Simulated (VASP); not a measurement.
# MgS (F-43m) in VASP: notebook

Runs on MgS. Level: PBE. Tasks: single point.

Everything below comes from runs of VASP 6.6.1. Logs are shortened: lines on timing, memory, paths and dates and some standing lists are left out, and cuts for length are marked.

## Step 1: The crystal as given

Symmetry: F-43m, No. 216, cubic system. Conventional cell: a = 5.666 Å, b = 5.666 Å, c = 5.666 Å, α = 90.00°, β = 90.00°, γ = 90.00°. Mg (site symmetry -43m) is surrounded by 4 S at 2.45 Å. S (site symmetry -43m) is surrounded by 4 Mg at 2.45 Å.

The cell comes from a database or a generator and needn't be the stable form of this composition.

## Step 2: Single point, PBE

Input file INCAR:

```
SYSTEM = MgS
ALGO = Fast
EDIFF = 1E-6
ENCUT = 520
GGA = PE
ISIF = 2
ISMEAR = 0
LASPH = .True.
LCHARG = .False.
LREAL = .False.
LWAVE = .False.
NBANDS = 11
NELM = 100
PREC = Accurate
SIGMA = 0.1
```

Input file KPOINTS:

```
k-points
0
Gamma
  6 6 6
  0 0 0
```

Input file POSCAR:

```
MgS
1.0
    0.0000000000      2.8331200468      2.8331200468
    2.8331200468      0.0000000000      2.8331200468
    2.8331200468      2.8331200468      0.0000000000
Mg S
1 1
Direct
    0.0000000000      0.0000000000      0.0000000000
    0.7500000000      0.7500000000      0.7500000000
```

Potentials or basis: VASP PAW PBE potentials, release 64 (Mg, S).

Run with:

```sh
> cat potpaw_PBE.64/Mg/POTCAR potpaw_PBE.64/S/POTCAR > POTCAR
> mpirun -np 1 vasp_std > vasp.out
```

OUTCAR:

```text
SYSTEM = MgS
   EDIFF = 1E-6
   ENCUT = 520
   GGA = PE
   ISIF = 2
   ISMEAR = 0
   LASPH = .True.
   LREAL = .False.
   NELM = 100
   PREC = Accurate

 ion  position               nearest neighbor table
   1  0.000  0.000  0.000-   2 2.45   2 2.45   2 2.45   2 2.45
   2  0.750  0.750  0.750-   1 2.45   1 2.45   1 2.45   1 2.45

  LATTYP: Found a face centered cubic cell.
 ALAT       =     5.6662400936

  Lattice vectors:

 A1 = (   0.0000000000,   2.8331200468,   2.8331200468)
 A2 = (   2.8331200468,   0.0000000000,   2.8331200468)
 A3 = (   2.8331200468,   2.8331200468,   0.0000000000)

Analysis of symmetry for initial positions (statically):
=====================================================================
 Subroutine PRICEL returns:
 Original cell was already a primitive cell.

 Routine SETGRP: Setting up the symmetry group for a
 face centered cubic supercell.

 Subroutine GETGRP returns: Found 24 space group operations
 (whereof 24 operations were pure point group operations)
 out of a pool of 48 trial point group operations.

The static configuration has the point symmetry T_d .

Analysis of symmetry for dynamics (positions and initial velocities):
=====================================================================
 Subroutine PRICEL returns:
 Original cell was already a primitive cell.

 Routine SETGRP: Setting up the symmetry group for a
 face centered cubic supercell.

 Subroutine GETGRP returns: Found 24 space group operations
 (whereof 24 operations were pure point group operations)
 out of a pool of 48 trial point group operations.

The dynamic configuration has the point symmetry T_d .

 Subroutine INISYM returns: Found 24 space group operations
 (whereof 24 operations are pure point group operations),
 and found     1 'primitive' translations

----------------------------------------------------------------------------------------

                                     Primitive cell

  volume of cell :      45.4805

  direct lattice vectors                    reciprocal lattice vectors
     0.000000000  2.833120047  2.833120047    -0.176483874  0.176483874  0.176483874
     2.833120047  0.000000000  2.833120047     0.176483874 -0.176483874  0.176483874
     2.833120047  2.833120047  0.000000000     0.176483874  0.176483874 -0.176483874

  length of vectors
     4.006636794  4.006636794  4.006636794     0.305679036  0.305679036  0.305679036

  position of ions in fractional coordinates (direct lattice)
[... 79 lines left out ...]
   TEBEG  =    0.0;   TEEND  =   0.0 temperature during run
   PSTRESS=    0.0 pullay stress
   NELECT =       8.0000    total number of electrons
   NUPDOWN=      -1.0000    fix difference up-down
   EMIN   =  10.00;   EMAX   =-10.00  energy-range for DOS
   EFERMI =   0.00;   METHOD = LEGACY
   ISMEAR =     0;   SIGMA  =   0.10  broadening in eV -4-tet -1-fermi 0-gaus
   EFERMI_NEDOS =   21; number of points for ismear=-14 and -15
   IALGO  =     68    algorithm
   IMIX   =      4    mixing-type and parameters
     AMIX     =   0.40;   BMIX     =  1.00
     AMIX_MAG =   1.60;   BMIX_MAG =  1.00
  volume/ion in A,a.u.               =      22.74       153.46
  Fermi-wavevector in a.u.,A,eV,Ry     =   0.917269  1.733386 11.447692  0.841382
  Thomas-Fermi vector in A             =   2.042218
   LORBIT       =      0    0 simple, 1 ext, 2 COOP (PROOUT), +10 PAW based schemes
   GGA     = PE    functional components
   LHFCALC =     F    Hartree Fock is set to
   AEXX    =    0.0000 exact exchange contribution
   IVDW    =     0    specifies the selected vdW correction
   LEPSILON=     F    determine dielectric tensor
   LRPA    =     F    only Hartree local field effects (RPA)
 non-spin polarized calculation
 RMM-DIIS sequential band-by-band and
 Gauss-broadening in eV      SIGMA  =   0.10
  energy-cutoff  :      520.00
  volume of cell :       45.48
 maximum number of plane-waves:      1243
 NGX is ok and might be reduce to    30
   NGX = 15   NGY = 15   NGZ = 15

 number of electron       8.0000001 magnetization

 Free energy of the ion-electron system (eV)
  ---------------------------------------------------
  ext. energy  EPLUGINS =         0.00000000
  ---------------------------------------------------
  free energy    TOTEN  =        -8.47076021 eV

  energy without entropy =       -8.47076021  energy(sigma->0) =       -8.47076021

 E-fermi :   1.4803     XC(G=0):  -8.3807

 val. band max:        1.0488112259   @ k =   0.0000   0.0000   0.0000
 cond. band min:       4.4950772713   @ k =   0.0000   0.0000   0.0000
 fundamental gap:      3.4462660455
 Fermi energy:         1.4803182699

 k-point     1 :       0.0000    0.0000    0.0000
  band No.  band energies     occupation
      1     -10.2106      2.00000
      2       1.0488      2.00000
      3       1.0488      2.00000
      4       1.0488      2.00000
      5       4.4951      0.00000
      6       8.9926      0.00000
      7       8.9926      0.00000
      8       8.9926      0.00000
      9      11.8749      0.00000
     10      11.8749      0.00000
     11      14.7529      0.00000
[... 197 lines left out ...]
 k-point    16 :      -0.3333    0.5000    0.1667
  band No.  band energies     occupation
      1      -9.3085      2.00000
      2      -1.4493      2.00000
      3      -0.4997      2.00000
      4      -0.2026      2.00000
      5       6.0298      0.00000
      6       7.8867      0.00000
      7      10.4320      0.00000
      8      10.4396      0.00000
      9      13.5565      0.00000
     10      14.8839      0.00000
     11      14.8924      0.00000

------------------------ aborting loop because EDIFF is reached ----------------------------------------

  FORCE on cell =-STRESS in cart. coord.  units (eV):
  Direction    XX          YY          ZZ          XY          YZ          ZX
  --------------------------------------------------------------------------------------
  -------------------------------------------------------------------------------------
  Total        0.2264688      0.2264688      0.2264688      0.0000000     -0.0000000     -0.0000000
  in kB        7.9779999      7.9779999      7.9779999      0.0000000     -0.0000000     -0.0000000
  external PRESSURE =       7.9779999 kB  Pullay stress =       0.0000000 kB

 VOLUME and BASIS-vectors are now :
 -----------------------------------------------------------------------------
  energy-cutoff  :      520.00
  volume of cell :       45.48
      direct lattice vectors                 reciprocal lattice vectors
     0.000000000  2.833120047  2.833120047    -0.176483874  0.176483874  0.176483874
     2.833120047  0.000000000  2.833120047     0.176483874 -0.176483874  0.176483874
     2.833120047  2.833120047  0.000000000     0.176483874  0.176483874 -0.176483874

 POSITION                                       TOTAL-FORCE (eV/Angst)
 -----------------------------------------------------------------------------------
      0.00000      0.00000      0.00000        -0.000000     -0.000000     -0.000000
      4.24968      4.24968      4.24968         0.000000      0.000000      0.000000
 -----------------------------------------------------------------------------------
    total drift:                               -0.000000     -0.000000     -0.000000

  FREE ENERGIE OF THE ION-ELECTRON SYSTEM (eV)
  ---------------------------------------------------
  free  energy   TOTEN  =        -8.4707602069 eV

  energy  without entropy=       -8.4707602069  energy(sigma->0) =       -8.47076021
```

stdout:

```text
POSCAR found type information on POSCAR MgS
 POSCAR found :  2 types and       2 ions
 scaLAPACK will be used
 LDA part: xc-table for (Slater+PW92), standard interpolation
 POSCAR, INCAR and KPOINTS ok, starting setup
 FFT: planning ... GRIDC
 FFT: planning ... GRID_SOFT
 FFT: planning ... GRID
 WAVECAR not read
 entering main loop
```

Wall time 13 s (1 thread of Intel Xeon Platinum 8259CL at 2.50GHz (Skylake/Cascade Lake), shared host); peak memory 0.15 GiB.

Results:

```
Free energy            : -8.4708 eV
Pressure               : 0.8 GPa
Band gap on the k mesh : 3.45 eV, direct
```

Levels at points of the mesh, in eV from the valence-band top:
```csv
k point,band 1,band 2,band 3,band 4,band 5,band 6,band 7,band 8
"(0.00, 0.00, 0.00)",-11.26,0.00,0.00,0.00,3.45,7.94,7.94,7.94
"(0.50, 0.00, 0.00)",-10.58,-3.12,-0.33,-0.33,5.11,7.63,7.63,8.60
"(0.50, 0.50, 0.00)",-10.36,-2.80,-1.03,-1.03,3.89,5.65,11.14,12.28
```

A k mesh can miss the band edges. As with any semilocal functional, this PBE gap is likely too small.

## Step 3: Single point, PBE (one atom moved)

Input file INCAR:

```
PREC     = Accurate       # precision mode
ENCUT    = 520            # plane-wave cutoff, eV
EDIFF    = 1E-6           # SCF threshold, eV
ISMEAR   = 0              # smearing method
SIGMA    = 0.02           # smearing width, eV
LREAL    = False          # projectors in reciprocal space
LASPH    = True           # aspherical terms in the spheres
NELM     = 100            # most SCF steps
ALGO     = Fast           # electronic algorithm
ISIF     = 2              # what is computed and relaxed
LWAVE    = False          # write WAVECAR
LCHARG   = False          # write CHGCAR
GGA      = PE             # functional
NBANDS   = 11             # bands
```

Input file KPOINTS:

```
regular mesh
0
Gamma
  8 8 8
```

Edit POSCAR of step 2 so:

```diff
@@ -9,2 +9,2 @@
     0.0000000000      0.0000000000      0.0000000000
-    0.7500000000      0.7500000000      0.7500000000
+    0.7455278986      0.7460008754      0.7172798898
```

Potentials or basis: VASP PAW PBE potentials, release 64 (Mg, S).

Run with:

```sh
> cat potpaw_PBE.64/Mg/POTCAR potpaw_PBE.64/S/POTCAR > POTCAR
> mpirun -np 1 vasp_std > vasp.out
```

OUTCAR:

```text
PREC = Accurate
   ENCUT = 520
   EDIFF = 1E-6
   ISMEAR = 0
   LREAL = False
   LASPH = True
   NELM = 100
   ISIF = 2
   GGA = PE

 ion  position               nearest neighbor table
   1  0.000  0.000  0.000-   2 2.35   2 2.44   2 2.45   2 2.59
   2  0.746  0.746  0.717-   1 2.35   1 2.44   1 2.45   1 2.59

  LATTYP: Found a face centered cubic cell.
 ALAT       =     5.6662400936

  Lattice vectors:

 A1 = (   0.0000000000,   2.8331200468,   2.8331200468)
 A2 = (   2.8331200468,   0.0000000000,   2.8331200468)
 A3 = (   2.8331200468,   2.8331200468,   0.0000000000)

Analysis of symmetry for initial positions (statically):
=====================================================================
 Subroutine PRICEL returns:
 Original cell was already a primitive cell.

 Routine SETGRP: Setting up the symmetry group for a
 face centered cubic supercell.

 Subroutine GETGRP returns: Found  1 space group operations
 (whereof  1 operations were pure point group operations)
 out of a pool of 48 trial point group operations.

The static configuration has the point symmetry C_1 .

Analysis of symmetry for dynamics (positions and initial velocities):
=====================================================================
 Subroutine PRICEL returns:
 Original cell was already a primitive cell.

 Routine SETGRP: Setting up the symmetry group for a
 face centered cubic supercell.

 Subroutine GETGRP returns: Found  1 space group operations
 (whereof  1 operations were pure point group operations)
 out of a pool of 48 trial point group operations.

The dynamic configuration has the point symmetry C_1 .

 Subroutine INISYM returns: Found  1 space group operations
 (whereof  1 operations are pure point group operations),
 and found     1 'primitive' translations

----------------------------------------------------------------------------------------

[... 120 lines left out ...]
   IVDW    =     0    specifies the selected vdW correction
   LEPSILON=     F    determine dielectric tensor
   LRPA    =     F    only Hartree local field effects (RPA)
 non-spin polarized calculation
 RMM-DIIS sequential band-by-band and
 Gauss-broadening in eV      SIGMA  =   0.02
  energy-cutoff  :      520.00
  volume of cell :       45.48
 maximum number of plane-waves:      1243
 NGX is ok and might be reduce to    30
   NGX = 15   NGY = 15   NGZ = 15

 number of electron       8.0000000 magnetization

 Free energy of the ion-electron system (eV)
  ---------------------------------------------------
  ext. energy  EPLUGINS =         0.00000000
  ---------------------------------------------------
  free energy    TOTEN  =        -8.41278294 eV

  energy without entropy =       -8.41278294  energy(sigma->0) =       -8.41278294

 E-fermi :   1.4016     XC(G=0):  -8.3801

 val. band max:        1.2408767728   @ k =   0.0000   0.0000   0.0000
 cond. band min:       4.4824670611   @ k =   0.0000   0.0000   0.0000
 fundamental gap:      3.2415902884
 Fermi energy:         1.4016283218

 k-point     1 :       0.0000    0.0000    0.0000
  band No.  band energies     occupation
      1     -10.2162      2.00000
      2       0.8739      2.00000
      3       1.0197      2.00000
      4       1.2409      2.00000
      5       4.4825      0.00000
      6       8.9801      0.00000
      7       8.9954      0.00000
      8       9.0398      0.00000
      9      11.8763      0.00000
     10      11.9149      0.00000
     11      14.5385      0.00000
[... 309 lines left out ...]
 k-point    24 :       0.1250    0.1250   -0.1250
  band No.  band energies     occupation
      1      -9.9173      2.00000
      2      -0.6323      2.00000
      3       0.6774      2.00000
      4       0.9250      2.00000
      5       6.1310      0.00000
      6       8.1664      0.00000
      7       9.2398      0.00000
      8       9.8449      0.00000
      9      10.4728      0.00000
     10      12.1304      0.00000
     11      14.5581      0.00000

 [... further k-points ...]

------------------------ aborting loop because EDIFF is reached ----------------------------------------

  FORCE on cell =-STRESS in cart. coord.  units (eV):
  Direction    XX          YY          ZZ          XY          YZ          ZX
  --------------------------------------------------------------------------------------
  -------------------------------------------------------------------------------------
  Total        0.3350411      0.3322633      0.4410120      0.0212732     -0.6092920     -0.6178862
  in kB       11.8027643     11.7049103     15.5358872      0.7494085    -21.4640231    -21.7667793
  external PRESSURE =      13.0145206 kB  Pullay stress =       0.0000000 kB

 VOLUME and BASIS-vectors are now :
 -----------------------------------------------------------------------------
  energy-cutoff  :      520.00
  volume of cell :       45.48
      direct lattice vectors                 reciprocal lattice vectors
     0.000000000  2.833120047  2.833120047    -0.176483874  0.176483874  0.176483874
     2.833120047  0.000000000  2.833120047     0.176483874 -0.176483874  0.176483874
     2.833120047  2.833120047  0.000000000     0.176483874  0.176483874 -0.176483874

 POSITION                                       TOTAL-FORCE (eV/Angst)
 -----------------------------------------------------------------------------------
      0.00000      0.00000      0.00000        -0.546329     -0.554054      0.073373
      4.14565      4.14431      4.22568         0.546329      0.554054     -0.073373
 -----------------------------------------------------------------------------------
    total drift:                               -0.000115     -0.000126      0.000104

  FREE ENERGIE OF THE ION-ELECTRON SYSTEM (eV)
  ---------------------------------------------------
  free  energy   TOTEN  =        -8.4127829427 eV

  energy  without entropy=       -8.4127829427  energy(sigma->0) =       -8.41278294
```

Wall time 2 min (1 thread of Intel Xeon Platinum 8259CL at 2.50GHz (Skylake/Cascade Lake), shared host); peak memory 0.27 GiB.

Results:

```
Free energy            : -8.4128 eV
Pressure               : 1.3 GPa
Largest force          : 0.782 eV/Å
Band gap on the k mesh : 3.24 eV, direct
```

Forces on the atoms (eV/Å):
```
Mg  -0.546 -0.554  0.073
S    0.546  0.554 -0.073
```

A k mesh can miss the band edges.
